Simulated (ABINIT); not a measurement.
# TiC (Fm-3m) in ABINIT: further runs

The runs below take TiC through single point, relaxation of cell and atoms, with LDA, PBEsol, PBE.

All numbers are computed with ABINIT 10.8.3 (patched build); they aren't measurements. Logs are shortened: lines on timing, memory, paths and dates and some standing lists are left out, and cuts for length are marked. The log counts tension as positive stress, the text compression.

## Step 1: The structure

The structure is cubic, space group Fm-3m (No. 225). Conventional cell: a = 4.331 Å, b = 4.331 Å, c = 4.331 Å, α = 90.00°, β = 90.00°, γ = 90.00°. Ti (site symmetry m-3m) has 6 C at 2.17 Å as nearest neighbours. C (site symmetry m-3m) has 6 Ti at 2.17 Å as nearest neighbours.

The cell is a database's computed one.

## Step 2: Single point, LDA (cell relaxed)

Input file run.abi:

```
# Pseudopotentials
pp_dirpath "./"
pseudos "Ti.upf, C.upf"

# Structure
acell 3*1.0 Angstrom
rprim
     0.0000000000     2.1315027700     2.1315027700
     2.1315027700     0.0000000000     2.1315027700
     2.1315027700     2.1315027700     0.0000000000
ntypat 2
znucl 22 6
natom 2
typat 1 2
xcart
     0.0000000000     0.0000000000     0.0000000000
     2.1315027700     2.1315027700     2.1315027700 Angstrom
chkprim 0
chksymtnons 0
tolsym 1.0e-6

# Plane-wave basis
ecut 42.0

# k points
kptopt 1
ngkpt 8 8 8
nshiftk 1
shiftk 0.0 0.0 0.0

# Exchange and correlation
ixc 7

# Bands and occupations
nband 12
occopt 3
tsmear 0.00183747

# SCF cycle
nstep 100
tolvrs 1.0e-10

# Output
iomode 3
prtwf 0
prtden 0
prteig 0
prtebands 0
enunit 1
```

Potentials or basis: PseudoDojo NC SR LDA v0.4.1 standard.

Started as:

```sh
mpirun --bind-to none -np 4 abinit run.abi > log 2>&1
```

run.abo:

```text
.Version 10.8.3 of ABINIT
 Symmetries : space group Fm -3 m (#225); Bravais cF (face-center cubic)
================================================================================
 Values of the parameters that define the memory need of the present run
     intxc =       0    ionmov =       0      iscf =       7    lmnmax =       6
     lnmax =       6     mgfft =      36  mpssoang =       3    mqgrid =    3001
     natom =       2  nloc_mem =       1    nspden =       1   nspinor =       1
    nsppol =       1      nsym =      48    n1xccc =    2501    ntypat =       2
    occopt =       3   xclevel =       1
       mpw =        1720          nfft =       46656          nkpt =          29
================================================================================
================================================================================

--------------------------------------------------------------------------------
------------- Echo of variables that govern the present computation ------------
--------------------------------------------------------------------------------
 -outvars: echo values of preprocessed input variables --------
            acell      1.8897261259E+00  1.8897261259E+00  1.8897261259E+00 Bohr
              amu      4.78800000E+01  1.20110000E+01
          chkprim           0
      chksymtnons           0
             ecut      4.20000000E+01 Hartree
           enunit           1
              ixc           7
         kptrlatt        8    0    0      0    8    0      0    0    8
          kptrlen      4.55711254E+01
            natom           2
            nband          12
            ngfft          36      36      36
             nkpt          29
            nstep         100
             nsym          48
           ntypat           2
           occopt           3
           prtden           0
        prtebands           0
           prteig           0
            prtwf           0
            rprim      0.0000000000E+00  2.1315027700E+00  2.1315027700E+00
                       2.1315027700E+00  0.0000000000E+00  2.1315027700E+00
                       2.1315027700E+00  2.1315027700E+00  0.0000000000E+00
          spgroup         225
           tolsym      1.00000000E-06
           tolvrs      1.00000000E-10
           tsmear      1.83747000E-03 Hartree
            typat      1  2
           xangst      0.0000000000E+00  0.0000000000E+00  0.0000000000E+00
                       2.1315027700E+00  2.1315027700E+00  2.1315027700E+00
            xcart      0.0000000000E+00  0.0000000000E+00  0.0000000000E+00
                       4.0279564719E+00  4.0279564719E+00  4.0279564719E+00
             xred      0.0000000000E+00  0.0000000000E+00  0.0000000000E+00
                       5.0000000000E-01  5.0000000000E-01  5.0000000000E-01
            znucl       22.00000    6.00000

================================================================================

 chkinp: Checking input parameters for consistency.

================================================================================
[... 95 lines left out ...]
 ------------------------------------------------
 Atom  Sphere_radius  Integrated_density
    1        2.00000          9.60894576
    2        2.00000          3.95821743
================================================================================

 ----iterations are completed or convergence reached----

 Mean square residual over all n,k,spin=   11.889E-07; max=  17.903E-05
 reduced coordinates (array xred) for    2 atoms
       0.000000000000      0.000000000000      0.000000000000
       0.500000000000      0.500000000000      0.500000000000
 rms dE/dt=  0.0000E+00; max dE/dt=  0.0000E+00; dE/dt below (all hartree)
    1       0.000000000000      0.000000000000      0.000000000000
    2       0.000000000000      0.000000000000      0.000000000000

 cartesian coordinates (angstrom) at end:
    1      0.00000000000000     0.00000000000000     0.00000000000000
    2      2.13150277000000     2.13150277000000     2.13150277000000

 cartesian forces (hartree/bohr) at end:
    1     -0.00000000000000    -0.00000000000000    -0.00000000000000
    2     -0.00000000000000    -0.00000000000000    -0.00000000000000
 frms,max,avg= 0.0000000E+00 0.0000000E+00   0.000E+00  0.000E+00  0.000E+00 h/b

 cartesian forces (eV/Angstrom) at end:
    1     -0.00000000000000    -0.00000000000000    -0.00000000000000
    2     -0.00000000000000    -0.00000000000000    -0.00000000000000
 frms,max,avg= 0.0000000E+00 0.0000000E+00   0.000E+00  0.000E+00  0.000E+00 e/A
 length scales=  1.889726125908  1.889726125908  1.889726125908 bohr
              =  1.000000000000  1.000000000000  1.000000000000 angstroms
 Fermi (or HOMO) energy (eV) =  11.21477   Average Vxc (eV)= -13.37509
 Eigenvalues (   eV  ) for nkpt=  29  k points:
 kpt#   1, nband= 12, wtk=  0.00195, kpt=  0.0000  0.0000  0.0000 (reduced coord)
 -44.56852  -20.88732  -20.88732  -20.88732   -1.18431   11.92259   11.92259   11.92259
  13.01349   13.01349   13.10386   13.10794
 prteigrs : prtvol=0 or 1, do not print more k-points.

--- !EnergyTerms
iteration_state     : {dtset: 1, }
comment             : Components of total free energy in Hartree
kinetic             :  2.74289661241277E+01
hartree             :  1.10932897094378E+01
xc                  : -1.08221323189299E+01
Ewald energy        : -5.20234202286025E+01
psp_core            :  2.34972021162930E+00
local_psp           : -4.37004992136365E+01
non_local_psp       :  2.25801943523655E-01
internal            : -6.54482737724504E+01
'-kT*entropy'       : -9.70530954075519E-05
total_energy        : -6.54483708255458E+01
total_energy_eV     : -1.78094089770412E+03
band_energy         : -5.96932038010452E+00
...

 Cartesian components of stress tensor (hartree/bohr^3)
  sigma(1 1)=  1.84579754E-06  sigma(3 2)=  0.00000000E+00
  sigma(2 2)=  1.84579754E-06  sigma(3 1)=  0.00000000E+00
  sigma(3 3)=  1.84579754E-06  sigma(2 1)=  0.00000000E+00

-Cartesian components of stress tensor (GPa)         [Pressure= -5.4305E-02 GPa]
- sigma(1 1)=  5.43052384E-02  sigma(3 2)=  0.00000000E+00
- sigma(2 2)=  5.43052385E-02  sigma(3 1)=  0.00000000E+00
- sigma(3 3)=  5.43052384E-02  sigma(2 1)=  0.00000000E+00

== END DATASET(S) ==============================================================
================================================================================

 -outvars: echo values of variables after computation  --------
            acell      1.8897261259E+00  1.8897261259E+00  1.8897261259E+00 Bohr
           etotal     -6.5448370826E+01
            fcart     -0.0000000000E+00 -0.0000000000E+00 -0.0000000000E+00
                      -0.0000000000E+00 -0.0000000000E+00 -0.0000000000E+00
            rprim      0.0000000000E+00  2.1315027700E+00  2.1315027700E+00
                       2.1315027700E+00  0.0000000000E+00  2.1315027700E+00
                       2.1315027700E+00  2.1315027700E+00  0.0000000000E+00
           strten      1.8457975380E-06  1.8457975381E-06  1.8457975380E-06
                       0.0000000000E+00  0.0000000000E+00  0.0000000000E+00
           xangst      0.0000000000E+00  0.0000000000E+00  0.0000000000E+00
                       2.1315027700E+00  2.1315027700E+00  2.1315027700E+00
             xred      0.0000000000E+00  0.0000000000E+00  0.0000000000E+00
                       5.0000000000E-01  5.0000000000E-01  5.0000000000E-01
 Calculation completed.
```

Wall time 6.6 s (4 MPI ranks of Arm Neoverse V2, shared host); peak memory 0.28 GiB.

Results:

- Free energy: -1780.9409 eV
- Pressure: -0.1 GPa
- Band gap on the k mesh: none (metal or under the smearing width)
- Valence electrons inside the program's atomic spheres: Ti 9.61; C 3.96

Levels at points of the mesh, in eV from the Fermi level:
| k point | band 6 | band 7 | band 8 | band 9 | band 10 | band 11 |
| --- | --- | --- | --- | --- | --- | --- |
| (0.00, 0.00, 0.00) | 0.71 | 0.71 | 0.71 | 1.80 | 1.80 | 1.89 |
| (0.50, 0.00, 0.00) | -6.01 | -3.01 | -3.01 | 3.13 | 3.13 | 4.41 |
| (0.50, 0.50, 0.00) | -3.36 | -1.77 | 0.08 | 0.08 | 2.98 | 3.78 |

## Step 3: Relaxation of cell and atoms, PBEsol

Input file run.abi:

```
pp_dirpath "./"
pseudos "Ti.upf, C.upf"

acell 3*1.0
rprim
     0.0000000000     4.0926154775     4.0926154775
     4.0926154775     0.0000000000     4.0926154775
     4.0926154775     4.0926154775     0.0000000000
ntypat 2
znucl 22 6
natom 2
typat 1 2
chkprim 0
chksymtnons 0
tolsym 1.0e-6
xred
            0.0            0.0            0.0
            1/2            1/2            1/2

ecut 42.0
ecutsm 0.5

kptopt 1
ngkpt 8 8 8
nshiftk 1
shiftk 0.0 0.0 0.0

ixc -116133

nband 12
occopt 3
tsmear 0.00183747

nstep 80
tolvrs 1.0e-12

iomode 3
prteig 0
prtebands 0
prtwf 0
prtden 0

ionmov 2
optcell 2
ntime 50
tolmxf 2.0e-5
dilatmx 1.08
```

Potentials or basis: PseudoDojo NC SR PBEsol v0.4.1 standard.

Started as:

```sh
abinit run.abi > log 2>&1
```

It took 1.7 min on 1 thread of Arm Neoverse V2, shared host; peak memory 0.09 GiB.

It converged, with:

```yaml
Free_energy: -1778.9188 eV
Relaxed_volume: 9.90 Å³/atom
Relaxed_cell: a = 3.037 Å, b = 3.037 Å, c = 3.037 Å, α = 60.00°, β = 60.00°, γ = 60.00°
Space_group_after_relaxing_to_0.05_Å: Fm-3m (No. 225)
Energy_gained_by_relaxing: 5.3 meV/atom
Ionic_steps: 4
Pressure_after_relaxing: 0.0 GPa
Band_gap_on_the_k_mesh: none (metal or under the smearing width)
```

The path:
```csv
step,energy change (eV),largest force (eV/Å),pressure (GPa),volume (Å³)
1,0.0000,0.0000,-6.48,20.32
2,-0.0100,0.0000,-1.49,19.92
3,-0.0106,0.0000,0.05,19.80
4,-0.0106,0.0000,0.00,19.80
```

Final structure:
```xyz
2
Lattice="0.0000 2.1474 2.1474 2.1474 0.0000 2.1474 2.1474 2.1474 0.0000" Properties=species:S:1:pos:R:3 pbc="T T T"
Ti    0.0000    0.0000    0.0000
C     2.1474    2.1474    2.1474
```

## Step 4: Single point, PBEsol (cell relaxed)

Input file run.abi:

```
# Pseudopotentials
pp_dirpath "./"
pseudos "Ti.upf, C.upf"

# Structure
acell 3.0368484748 3.0368484748 3.0368484748 Angstrom
rprim
     0.0000000000     0.7071067812     0.7071067812
     0.7071067812     0.0000000000     0.7071067812
     0.7071067812     0.7071067812     0.0000000000
ntypat 2
znucl 22 6
natom 2
typat 1 2
xcart
     0.0000000000     0.0000000000     0.0000000000
     4.0579528101     4.0579528101     4.0579528101
chkprim 0
chksymtnons 0
tolsym 1.0e-6

# Plane-wave basis
ecut 1142.878222 eV

# k points
kptopt 1
ngkpt 8 8 8
nshiftk 1
shiftk 0.0 0.0 0.0

# Exchange and correlation
ixc -116133

# Bands and occupations
nband 12
occopt 3
tsmear 0.05 eV

# SCF cycle
nstep 100
tolvrs 1.0e-10

# Output
iomode 3
prtwf 0
prtden 0
prteig 0
prtebands 0
enunit 1
```

Started as:

```sh
abinit run.abi > log 2>&1
```

Run time: 21 s. Hardware: 1 thread of Arm Neoverse V2, shared host; peak memory 0.07 GiB.

The run converged. Its results:

| Property | Result |
| --- | --- |
| Free energy | -1778.9189 eV |
| Pressure | -0.1 GPa |
| Band gap on the k mesh | none (metal or under the smearing width) |
| Valence electrons inside the program's atomic spheres | Ti 9.59; C 3.95 |

Levels at points of the mesh, in eV from the Fermi level:
```tsv
k point	band 6	band 7	band 8	band 9	band 10	band 11
(0.00, 0.00, 0.00)	0.73	0.73	0.73	1.78	1.78	1.86
(0.50, 0.00, 0.00)	-5.96	-2.94	-2.94	3.09	3.09	4.32
(0.50, 0.50, 0.00)	-3.42	-1.71	0.04	0.04	2.91	3.72
```

## Step 5: Relaxation of cell and atoms, PBE

Input file run.abi:

```
pp_dirpath "./"
pseudos "Ti.upf, C.upf"

acell 3.062788961 3.062788961 3.062788961 Angstrom
rprim
     0.0000000000     0.7071067812     0.7071067812
     0.7071067812     0.0000000000     0.7071067812
     0.7071067812     0.7071067812     0.0000000000
ntypat 2
znucl 22 6
natom 2
typat 1 2
chkprim 0
chksymtnons 0
tolsym 1.0e-6
xred
            0.0            0.0            0.0
            1/2            1/2            1/2

ecut 42.0
ecutsm 0.5

kptopt 1
ngkpt 8 8 8
nshiftk 1
shiftk 0.0 0.0 0.0

ixc 11

nband 12
occopt 3
tsmear 0.00183747

nstep 80
tolvrs 1.0e-12

iomode 3
prteig 0
prtebands 0
prtwf 0
prtden 0

ionmov 2
optcell 2
ntime 50
tolmxf 2.0e-5
dilatmx 1.08
```

Potentials or basis: PseudoDojo NC SR PBE v0.4.1 standard.

Started as:

```sh
abinit run.abi > log 2>&1
```

Run time: 88 s. Hardware: 1 thread of Arm Neoverse V1, shared host; peak memory 0.08 GiB.

Results (log left out):

* Free energy: -1780.7366 eV
* Relaxed volume: 10.17 Å³/atom
* Relaxed cell: a = 3.064 Å, b = 3.064 Å, c = 3.064 Å, α = 60.00°, β = 60.00°, γ = 60.00°
* Space group after relaxing (to 0.05 Å): Fm-3m (No. 225)
* Energy gained by relaxing: 0.0 meV/atom
* Ionic steps: 3
* Pressure after relaxing: 0.0 GPa
* Band gap on the k mesh: none (metal or under the smearing width)

Final structure:
```xyz
2
Lattice="0.0000 2.1668 2.1668 2.1668 0.0000 2.1668 2.1668 2.1668 0.0000" Properties=species:S:1:pos:R:3 pbc="T T T"
Ti    0.0000    0.0000    0.0000
C     2.1668    2.1668    2.1668
```

## Step 6: Single point, PBE (cell relaxed)

Input file run.abi:

```
# Pseudopotentials
pp_dirpath "./"
pseudos "Ti.upf, C.upf"

# Structure
acell 3*1.0 Angstrom
rprim
     0.0000000000     2.1667874600     2.1667874600
     2.1667874600     0.0000000000     2.1667874600
     2.1667874600     2.1667874600     0.0000000000
ntypat 2
znucl 22 6
natom 2
typat 1 2
xred
     0.0000000000     0.0000000000     0.0000000000
     0.5000000000     0.5000000000     0.5000000000
chkprim 0
chksymtnons 0
tolsym 1.0e-6

# Plane-wave basis
ecut 42.0

# k points
kptopt 1
ngkpt 8 8 8
nshiftk 1
shiftk 0.0 0.0 0.0

# Exchange and correlation
ixc 11

# Bands and occupations
nband 12
occopt 3
tsmear 0.05 eV

# SCF cycle
nstep 100
tolvrs 1.0e-10

# Output
iomode 3
prtwf 0
prtden 0
prteig 0
prtebands 0
enunit 1
```

Potentials or basis: PseudoDojo NC SR PBE v0.4.1 standard.

Started as:

```sh
abinit run.abi > log 2>&1
```

It took 27 s on 1 thread of Arm Neoverse V1, shared host; peak memory 0.07 GiB.

The run converged. Its results:

| Property | Result |
| --- | --- |
| Free energy | -1780.7367 eV |
| Pressure | -0.1 GPa |
| Band gap on the k mesh | none (metal or under the smearing width) |
| Valence electrons inside the program's atomic spheres | Ti 9.54; C 3.91 |

Levels at points of the mesh, in eV from the Fermi level:
```csv
k point,band 5,band 6,band 7,band 8,band 9,band 10,band 11,band 12
"(0.00, 0.00, 0.00)",-12.35,0.75,0.75,0.75,1.72,1.72,1.78,1.78
"(0.50, 0.00, 0.00)",-8.87,-5.79,-2.85,-2.85,2.97,2.97,4.15,8.26
"(0.50, 0.50, 0.00)",-10.07,-3.39,-1.56,0.01,0.01,2.78,3.57,3.57
```

## Step 7: Overview

| task | level | potentials or basis | cell | cell freedom (optcell) | optimiser (ionmov) | cutoff smearing ecutsm (Ha) | force stop (Ha/bohr) | gap on the mesh (eV) | pressure (GPa) | relaxed volume (Å³/atom) |
| --- | --- | --- | --- | --- | --- | --- | --- | --- | --- | --- |
| single point | LDA | PseudoDojo NC SR LDA v0.4.1 standard | cell relaxed | - | - | - | - | none | -0.1 | - |
| relaxation of cell and atoms | PBEsol | PseudoDojo NC SR PBEsol v0.4.1 standard | relaxed | 2 | 2 | 0.5 | 2e-05 | none | 0.0 | 9.90 |
| single point | PBEsol | PseudoDojo NC SR PBEsol v0.4.1 standard | cell relaxed | - | - | - | - | none | -0.1 | - |
| relaxation of cell and atoms | PBE | PseudoDojo NC SR PBE v0.4.1 standard | relaxed | 2 | 2 | 0.5 | 2e-05 | none | 0.0 | 10.17 |
| single point | PBE | PseudoDojo NC SR PBE v0.4.1 standard | cell relaxed | - | - | - | - | none | -0.1 | - |

Alike in all rows: no spin polarisation; k mesh 8 × 8 × 8; cutoff (eV) 1143; smearing fermi-dirac 0.05 eV.

Total energies depend on the potentials used, so only differences within one code and one set of settings carry meaning.
